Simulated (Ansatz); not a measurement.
# Ti (Fm-3m) in Ansatz: notebook

Aim: see how the results for Ti move with the level of theory and the settings. Levels: BLYP, r2SCAN, LDA. Tasks: band structure, phonons, elastic constants.

Everything below comes from runs of Ansatz 0.2.0. Logs are shortened: lines on timing, memory, paths and dates and some standing lists are left out, and cuts for length are marked.

## (1) The structure

It takes space group Fm-3m (No. 225, cubic). Conventional cell: a = 4.060 Å, b = 4.060 Å, c = 4.060 Å, α = 90.00°, β = 90.00°, γ = 90.00°. Around Ti (site symmetry m-3m) lie 12 Ti at 2.87 Å.

This isn't the form of Ti at room conditions, which is hcp.

## (2) Band structure, BLYP

Contents of input.yaml:

```yaml
crystal:
  lattice:
    - [0.0, 2.03, 2.03]
    - [2.03, 0.0, 2.03]
    - [2.03, 2.03, 0.0]
  atoms:
    - { symbol: Ti, position: [0.0, 0.0, 0.0] }
hamiltonian:
  xc: blyp
  pseudopotentials: { kind: paw }
kpoints:
  mp_grid: { grid: [11, 11, 11] }
  band_path:
    path:
      - [[0.0, 0.0, 0.0], [0.5, 0.0, 0.5], [0.5, 0.25, 0.75], [0.375, 0.375, 0.75], [0.0, 0.0, 0.0], [0.5, 0.5, 0.5], [0.625, 0.25, 0.625], [0.5, 0.25, 0.75], [0.5, 0.5, 0.5], [0.375, 0.375, 0.75]]
      - [[0.625, 0.25, 0.625], [0.5, 0.0, 0.5]]
    npoints: 14
scf:
  occupations: { method: fermi_dirac, width: 0.05 }
  n_extra_bands: 6
output:
  forces: true
  stress: true
  eigenvalues: true
  fatbands: false
```

Potentials or basis: Ansatz PAW.

Command:

```
> ansatz run input.yaml --threads 2 --pin off --max-ram 5632MiB --backend cpu --events-out ev --progress --plain --runs-dir out
```

The program printed:

```text
Warning: RAYON_NUM_THREADS=2 ignored (pool sized by the plan → 2); use --threads N
scf.n_extra_bands = 6 over 6 filled bands (N_el = 12.0): the run solves 12 bands
Engine: ansatz 0.2.0, aarch64-unknown-linux-gnu
Pseudopotentials: kind: paw
Pseudopotential: Ti, paw, valence charge 12, recommended cutoff 420 eV (normal), Ti.paw.azcp
Functional definition: BLYP
  parameter beta = 0.0042
  parameter a = 0.04918
  parameter b = 0.132
  parameter c = 0.2533
  parameter d = 0.349
  exchange = b88_x(beta = beta)
  correlation = lyp_c(a = a, b = b, c = c, d = d)
Crystal: 1 atoms, lattice volume = 16.731 Å³
Basis set: ecut = 420 eV, 331 PW (Γ), exchange–correlation on 40×40×40 points (8 copies of the dense FFT grid, shifted against one another)
Bands: 12, of which v1, the nominal top of the filled ones, is band 6 counted from 1 (5 counted from 0)
Symmetry: 48 space group operations
Space group: Fm-3m (ITA 225), of the structure as read, at distance tolerance 2.6e-5 Å
k-points: 56 of 1331
Non-local potential: Ti, projectors of the file, l = 0: 3, l = 1: 2, l = 2: 3, l = 3: 1
PAW form: soft (Blöchl's): semilocal exchange-correlation on the pseudo side does not see the compensation charge
PAW frozen core: Ti, regenerated for the run's functional, and the local potential with it (the file was generated under x = pbe(κ = 0.804, μ = 0.2195149727645171), c = pbe(β = 0.06672455060314922))
PAW one-centre angular grid: Ti, 590 points (default); XC on 64 Gauss nodes
Initial density: superposition of atomic densities (neutral atoms: chi_scale 0, normalization atom), corrected by the library's trained network
Initial wavefunctions: pseudopotential atomic-orbital guess
Functional: x = b88, c = lyp
SCF iter   1: F=—  HF=-2505.838072 eV  |F-HF|=—  |Δ(HF+E_count)|=         —  Δρ=1.38e-2  dr2=3.44e-2  ethr=1.77e-3  ⟨swp⟩=4.8  Hψ=3333  notcnv=0
preconditioner: auto → none  [metal: Δε(μ)=0.103 eV  Ē_g=7.416 eV  σ=0.050 eV  W_gap=0.43  n_scr=0 (ndim 8)  ℏωp=18.2 eV  f_vac=0.000  D(μ)=0.94/eV (n_scr^D=14)]
SCF iter   2: F=—  HF=-2505.829065 eV  |F-HF|=—  |Δ(HF+E_count)|=   9.01e-3  Δρ=5.03e-3  dr2=2.37e-3  ethr=2.87e-4  ⟨swp⟩=3.0  Hψ=1678  notcnv=0  defer=42
SCF iter   3: F=—  HF=-2505.828324 eV  |F-HF|=—  |Δ(HF+E_count)|=   7.41e-4  Δρ=1.57e-3  dr2=2.01e-4  ethr=1.98e-5  ⟨swp⟩=2.3  Hψ=1175  notcnv=0  defer=42
SCF iter   4: F=—  HF=-2505.828482 eV  |F-HF|=—  |Δ(HF+E_count)|=   1.58e-4  Δρ=1.70e-4  dr2=2.32e-6  ethr=1.68e-6  ⟨swp⟩=2.3  Hψ=798  notcnv=0  defer=42
SCF iter   5: F=—  HF=-2505.828488 eV  |F-HF|=—  |Δ(HF+E_count)|=   5.93e-6  Δρ=1.66e-5  dr2=2.99e-8  ethr=1.94e-8  ⟨swp⟩=3.0  Hψ=961  notcnv=0  defer=42
SCF iter   6: F=-2505.828488 eV  HF=-2505.828488 eV  |F-HF|=3.58e-10  |Δ(HF+E_count)|=   2.01e-8  Δρ=9.96e-7  dr2=4.51e-11  ethr=2.50e-10  ⟨swp⟩=3.4  Hψ=2407  notcnv=0
SCF 1 converged in 6 iterations: F = -2505.828488 eV  dr2 = 4.51e-11
NSCF: frozen V_eff on 142 k-points
SCF converged after 6 iterations
Free energy (F): -2505.828488 eV
Harris-Foulkes:  -2505.828488 eV  (|F-HF|=3.58e-10)
Internal energy: -2505.819210 eV  (E = F + TS)
E sigma→0 (E₀):  -2505.823849 eV
Entropy (-TS):   -0.009278 eV (-9.278 meV/atom)
Fermi energy:    14.321919 eV
--- Per-component energies (eV) ---
  E_band       = -143.531558
  E_kinetic    = 274.174436
  E_local      = -795.885978  (includes V_loc(G=0)·N_el)
  E_nonlocal   = 8.747467
  E_hartree    = 330.184091
  E_xc         = -95.843572
  E_vxc        = -119.930557  (∫ρ·V_xc dr)
  E_paw        = -1056.407771  (= ΣΔE_a)
  E_vpaw       = -171.005308  (= ΣTr[D̂ρ^β])
  E_aug_tail   = 0.000101  (compensation charges beyond the density's cutoff)
  E_ewald      = -1170.804918
  E_core_change = 0.016934  (= ΣΔE_core)
  E_smearing   = -0.009278  (= −TS)
  E_closure    = 0.000000  (closes the sum)
  Σ components = -2505.828488   (vs F -2505.828488, Δ=0.00e0)
--- Forces (eV/Å), atoms counted from 1 ---
  atom   1  Ti    -0.00000000     0.00000000     0.00000000
  max |Σ_I F_I| component: 2.98e-32 eV/Å
--- Stress (GPa, compression-positive) ---
        6.636220      -0.000000      -0.000000
       -0.000000       6.636220      -0.000000
       -0.000000       0.000000       6.636220
  P = ⅓ Tr σ = 6.6362 GPa (66.362 kbar)
--- Band table (eV; the first three rows and the last of 56) ---
  k-point 0: bands = ["-42.1775", "-18.0913", "-18.0913", "-18.0913", "8.3234", "15.1581", "15.1581", "15.1581", "16.8767", "16.8767", "29.9115", "34.6125"]
  k-point 1: bands = ["-42.1661", "-18.1540", "-18.0991", "-18.0991", "8.5983", "14.9947", "15.2549", "15.2549", "16.8171", "16.8171", "30.1244", "32.8035"]
  k-point 2: bands = ["-42.1354", "-18.3200", "-18.1199", "-18.1199", "9.3652", "14.6230", "15.4282", "15.4282", "16.7761", "16.7761", "29.5517", "31.0385"]
  k-point 55: bands = ["-41.9863", "-18.6056", "-18.5645", "-18.3515", "12.7915", "13.6347", "14.1932", "16.5459", "18.1613", "22.8215", "22.8539", "25.2615"]
```

It took 0.92 s on 2 threads of Arm Neoverse V1, shared host; peak memory 0.26 GiB.

Results:

```
Free energy            : -2505.8285 eV
Pressure               : 6.6 GPa
Band gap on the k mesh : none (metal or under the smearing width)
```

Levels at the corners of the path, in eV from the Fermi level:
```csv
point,band 3,band 4,band 5,band 6,band 7,band 8,band 9,band 10
Γ,-32.41,-32.41,-6.00,0.84,0.84,0.84,2.55,2.55
X,-32.68,-32.68,-2.66,-1.84,3.18,3.67,3.95,3.95
W,-32.90,-32.69,-1.56,-0.39,-0.39,2.18,3.95,8.80
K,-32.85,-32.62,-1.78,-1.27,0.75,2.65,3.51,7.52
Γ,-32.41,-32.41,-6.00,0.84,0.84,0.84,2.55,2.55
L,-32.51,-32.51,-2.63,0.73,0.73,0.92,3.67,3.67
U,-32.85,-32.62,-1.78,-1.27,0.75,2.65,3.51,7.52
W,-32.90,-32.69,-1.56,-0.39,-0.39,2.18,3.95,8.80
L,-32.51,-32.51,-2.63,0.73,0.73,0.92,3.67,3.67
K,-32.85,-32.62,-1.78,-1.27,0.75,2.65,3.51,7.52
U,-32.85,-32.62,-1.78,-1.27,0.75,2.65,3.51,7.52
X,-32.68,-32.68,-2.66,-1.84,3.18,3.67,3.95,3.95
```

Caveat: the PAW data sets come from PBE, with cores solved anew for the run's functional, which leaves a small shift of forces and pressure.

## (3) Band structure, r2SCAN

input.yaml: that of step 2 with these lines changed.

```diff
@@ -8,3 +8,3 @@
 hamiltonian:
-  xc: blyp
+  xc: r2scan
   pseudopotentials: { kind: paw }
@@ -24,2 +24,2 @@
   eigenvalues: true
-  fatbands: false
+  fatbands: true
```

Potentials or basis: Ansatz PAW.

Command:

```
> ansatz run input.yaml --threads 2 --pin off --max-ram 5632MiB --backend cpu --events-out ev --progress --plain --runs-dir out
```

The program printed:

```text
Warning: RAYON_NUM_THREADS=2 ignored (pool sized by the plan → 2); use --threads N
scf.n_extra_bands = 6 over 6 filled bands (N_el = 12.0): the run solves 12 bands
[... 2 set-up lines as earlier in the session ...]
Pseudopotential: Ti, paw, valence charge 12, recommended cutoff 500 eV (meta_gga), Ti.paw.azcp
Functional definition: r2SCAN
  parameter k0 = 0.174
  parameter k1 = 0.065
  parameter a1 = 4.9479
  exchange = r2scan_x(k0 = k0, k1 = k1, a1 = a1)
  correlation = r2scan_c
Crystal: 1 atoms, lattice volume = 16.731 Å³
Basis set: ecut = 500 eV, 411 PW (Γ), exchange–correlation on 96×96×96 points (64 copies of the dense FFT grid, shifted against one another)
Bands: 12, of which v1, the nominal top of the filled ones, is band 6 counted from 1 (5 counted from 0)
[... 2 set-up lines as earlier in the session ...]
k-points: 56 of 1331
[... 2 set-up lines as earlier in the session ...]
PAW frozen core: Ti, regenerated for the run's functional (the file was generated under x = pbe(κ = 0.804, μ = 0.2195149727645171), c = pbe(β = 0.06672455060314922))
PAW one-centre angular grid: Ti, 590 points (default); XC on 160 Gauss nodes
[... 2 set-up lines as earlier in the session ...]
Functional: x = r2scan, c = r2scan; τ floored in thin density (d = 2e-4 eV/Å³)
SCF iter   1: F=—  HF=-2504.274160 eV  |F-HF|=—  |Δ(HF+E_count)|=         —  Δρ=1.48e-2  dr2=3.30e-2  dr2_τ=9.03e-3  ethr=1.77e-3  ⟨swp⟩=4.8  Hψ=3386  notcnv=0
preconditioner: auto → none  [metal: Δε(μ)=0.033 eV  Ē_g=8.018 eV  σ=0.050 eV  W_gap=0.16  n_scr=0 (ndim 8)  ℏωp=18.2 eV  f_vac=0.000  D(μ)=1.53/eV (n_scr^D=14)]
SCF iter   2: F=—  HF=-2504.297723 eV  |F-HF|=—  |Δ(HF+E_count)|=   2.36e-2  Δρ=4.70e-3  dr2=2.40e-3  dr2_τ=7.45e-4  ethr=2.75e-4  ⟨swp⟩=2.7  Hψ=1656  notcnv=0  defer=52
SCF iter   3: F=—  HF=-2504.297360 eV  |F-HF|=—  |Δ(HF+E_count)|=   3.62e-4  Δρ=1.72e-3  dr2=1.51e-4  dr2_τ=6.81e-5  ethr=2.00e-5  ⟨swp⟩=3.0  Hψ=1214  notcnv=0  defer=52
SCF iter   4: F=—  HF=-2504.297794 eV  |F-HF|=—  |Δ(HF+E_count)|=   4.34e-4  Δρ=1.55e-4  dr2=1.64e-6  dr2_τ=4.84e-7  ethr=1.26e-6  ⟨swp⟩=2.0  Hψ=950  notcnv=0  defer=52
SCF iter   5: F=—  HF=-2504.297804 eV  |F-HF|=—  |Δ(HF+E_count)|=   1.01e-5  Δρ=3.61e-5  dr2=1.07e-7  dr2_τ=1.07e-8  ethr=1.37e-8  ⟨swp⟩=2.9  Hψ=975  notcnv=0  defer=52
SCF iter   6: F=-2504.297804 eV  HF=-2504.297804 eV  |F-HF|=2.46e-8  |Δ(HF+E_count)|=   1.61e-7  Δρ=1.21e-5  dr2=1.41e-8  dr2_τ=1.54e-9  ethr=8.33e-10  ⟨swp⟩=6.9  Hψ=2932  notcnv=0
SCF 1 converged in 6 iterations: F = -2504.297804 eV  dr2 = 1.41e-8
NSCF: frozen V_eff on 142 k-points
SCF converged after 6 iterations
Free energy (F): -2504.297804 eV
Harris-Foulkes:  -2504.297804 eV  (|F-HF|=2.46e-8)
Internal energy: -2504.285404 eV  (E = F + TS)
E sigma→0 (E₀):  -2504.291604 eV
Entropy (-TS):   -0.012400 eV (-12.400 meV/atom)
Fermi energy:    13.840846 eV
--- Per-component energies (eV) ---
  E_band       = -162.717274
  E_kinetic    = 273.542950
  E_local      = -789.095089  (includes V_loc(G=0)·N_el)
  E_nonlocal   = 7.459157
  E_hartree    = 324.891760
  E_xc         = -93.105818
  E_vxc        = -133.156447  (∫ρ·V_xc dr)
  E_paw        = -1056.920064  (= ΣΔE_a)
  E_vpaw       = -180.434539  (= ΣTr[D̂ρ^β])
  E_aug_tail   = 0.000075  (compensation charges beyond the density's cutoff)
  E_vtau       = 9.186680  (kinetic-family band-sum trace: ∫τ·v_τ [+ j·A + Jᵃ·Aᵃ] dr)
  E_ewald      = -1170.804918
  E_core_change = -0.253457  (= ΣΔE_core)
  E_smearing   = -0.012400  (= −TS)
  E_closure    = -0.000000  (closes the sum)
  Σ components = -2504.297804   (vs F -2504.297804, Δ=0.00e0)
--- Forces (eV/Å), atoms counted from 1 ---
  atom   1  Ti    -0.00000000     0.00000000    -0.00000000
  max |Σ_I F_I| component: 4.31e-32 eV/Å
--- Stress (GPa, compression-positive) ---
        4.236907      -0.000000       0.000000
       -0.000000       4.236907      -0.000000
        0.000000       0.000000       4.236907
  P = ⅓ Tr σ = 4.2369 GPa (42.369 kbar)
--- Band table (eV; the first three rows and the last of 56) ---
  k-point 0: bands = ["-45.1374", "-19.8864", "-19.8864", "-19.8864", "7.2718", "14.8781", "14.8781", "14.8781", "16.7663", "16.7663", "29.8470", "34.9304"]
  k-point 1: bands = ["-45.1257", "-19.9513", "-19.8943", "-19.8943", "7.5596", "14.6924", "14.9787", "14.9787", "16.7004", "16.7004", "30.0704", "33.0191"]
  k-point 2: bands = ["-45.0942", "-20.1231", "-19.9155", "-19.9155", "8.3664", "14.2605", "15.1641", "15.1641", "16.6427", "16.6427", "29.5647", "31.0754"]
  k-point 55: bands = ["-44.9410", "-20.4164", "-20.3737", "-20.1528", "12.2262", "13.1225", "13.6882", "16.3697", "17.9942", "22.6118", "22.6778", "25.2557"]
```

fatbands.tsv:

```text
# ik	k_distance	band	e_minus_ef	ti0_l0_3S	ti0_l0_4S	ti0_l1_3P	ti0_l2_3D
# fermi_ev = 13.840846
# lock_threshold_ev = 1e-12
# [0, 0, 0] at k_distance = 0.000000
# [0.5, 0, 0.5] at k_distance = 1.547583
# [0.5, 0.25, 0.75] at k_distance = 2.321374
# [0.375, 0.375, 0.75] at k_distance = 2.868527
# [0, 0, 0] at k_distance = 4.509986
# [0.5, 0.5, 0.5] at k_distance = 5.850232
# [0.625, 0.25, 0.625] at k_distance = 6.797929
# [0.5, 0.25, 0.75] at k_distance = 7.345082
# [0.5, 0.5, 0.5] at k_distance = 8.439388
# [0.375, 0.375, 0.75] at k_distance = 9.387085
# [0.625, 0.25, 0.625] at k_distance = 9.387085
# [0.5, 0, 0.5] at k_distance = 9.934238
# jumps = 127
# n_points = 142
0	0.000000	0	-58.978264	0.790789	0.209206	0.000000	0.000000
0	0.000000	1	-33.727232	0.000000	0.000000	0.999991	0.000000
0	0.000000	2	-33.727232	0.000000	0.000000	0.999991	0.000000
0	0.000000	3	-33.727232	0.000000	0.000000	0.999991	0.000000
0	0.000000	4	-6.569013	0.208801	0.789157	0.000000	0.000000
0	0.000000	5	1.037277	0.000000	0.000000	0.000000	0.998971
[... 1516 lines left out ...]
126	9.387085	10	8.603023	0.022241	0.243896	0.000002	0.043556
126	9.387085	11	11.458339	0.055905	0.552298	0.000582	0.042154

127	9.387085	0	-58.784454	0.912644	0.077360	0.000028	0.009963
127	9.387085	1	-34.330977	0.000000	0.000000	0.990917	0.008875
127	9.387085	2	-34.173942	0.000006	0.000521	0.988507	0.010881
127	9.387085	3	-33.941329	0.000000	0.000000	0.998865	0.001093
127	9.387085	4	-1.841560	0.001781	0.027715	0.002967	0.944403
127	9.387085	5	-1.336378	0.000078	0.016580	0.007858	0.945396
[... 172 lines left out ...]
141	9.934238	10	11.512425	0.083350	0.658672	0.000000	0.056862
141	9.934238	11	12.753063	0.000000	0.000000	0.000054	0.000000
```

Wall time 2.2 s (2 threads of Arm Neoverse V1, shared host); peak memory 0.33 GiB.

What came out:

- Free energy: -2504.2978 eV
- Pressure: 4.2 GPa
- Band gap on the k mesh: none (metal or under the smearing width)

Levels at the corners of the path, in eV from the Fermi level:
```tsv
point	band 4	band 5	band 6	band 7	band 8	band 9
Γ	-33.73	-6.57	1.04	1.04	1.04	2.93
X	-34.00	-2.78	-1.87	3.02	4.07	4.27
W	-34.01	-1.64	-0.42	-0.42	2.49	4.27
K	-33.94	-1.84	-1.34	0.73	2.98	3.82
Γ	-33.73	-6.57	1.04	1.04	1.04	2.93
L	-33.83	-2.78	0.56	0.95	0.95	4.01
U	-33.94	-1.84	-1.34	0.73	2.98	3.82
W	-34.01	-1.64	-0.42	-0.42	2.49	4.27
L	-33.83	-2.78	0.56	0.95	0.95	4.01
K	-33.94	-1.84	-1.34	0.73	2.98	3.82
U	-33.94	-1.84	-1.34	0.73	2.98	3.82
X	-34.00	-2.78	-1.87	3.02	4.07	4.27
```

Caveat: the PAW data sets come from PBE, with cores solved anew for the run's functional, which leaves a small shift of forces and pressure.

(Part 1 of 2 ends here.)
